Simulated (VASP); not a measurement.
Set up this calculation in VASP 6.6.1, as the native input.

* Task: relaxation of the atoms
* Functional: PBE
* Potentials or basis: VASP PAW PBE potentials, release 64 (In, P)
* Cutoff: 300 eV
* k mesh: 4 × 4 × 4
* Occupations: gaussian, width 0.03 eV
* Spin: no spin polarisation
* Further INCAR settings: ALGO = Normal; EDIFF = 1e-07; IBRION = 2; EDIFFG = -0.01; NSW = 40

The structure of InP lies in POSCAR:

```
InP                                     
1.0
    0.0000000000      3.0399908895      3.0399908895
    3.0399908895      0.0000000000      3.0399908895
    3.0399908895      3.0399908895      0.0000000000
  In              P             
     1     1
Direct
     0.0000000000000000    0.0000000000000000    0.0000000000000000
     0.2500000000000000    0.2500000000000000    0.2500000000000000
```

The cell isn't the ideal one: a relaxed cell with its volume scaled by 1.04.

The input as run:

INCAR

```
  PREC = Accurate
  ENCUT = 300
  EDIFF = 1E-7
  ISMEAR = 0
  SIGMA = 0.03
  LREAL = F
  LASPH = T
  NELM = 80
  ALGO = Normal
  ISIF = 2
  LWAVE = F
  LCHARG = F
  GGA = PE
  IBRION = 2
  NSW = 40
  EDIFFG = -0.01
```

KPOINTS

```
regular mesh
0
Gamma
  4 4 4
```

Potentials or basis: VASP PAW PBE potentials, release 64 (In, P).

The run is started by

```console
$ cat potpaw_PBE.64/In/POTCAR potpaw_PBE.64/P/POTCAR > POTCAR
$ mpirun -np 1 vasp_std > vasp.out
```

It gave:

The pressure after relaxing is -2.2 GPa and the band gap on the k mesh is 0.14 eV, direct.

Caveat: the k mesh is coarse (spacing up to 0.45 Å⁻¹), so the values aren't converged; the cutoff is under 1.25 times the usual one of these potentials, so pressure, stress and relaxed cells hold a basis-set (Pulay) error; the relaxation stopped at its first step, so nothing moved; spin-orbit coupling is left out, which moves the levels of the heavy elements.

Run time: 2 s on 1 thread of Intel(R) Xeon(R) 6975P-C (Granite Rapids) (shared host), peak memory 0.13 GiB.
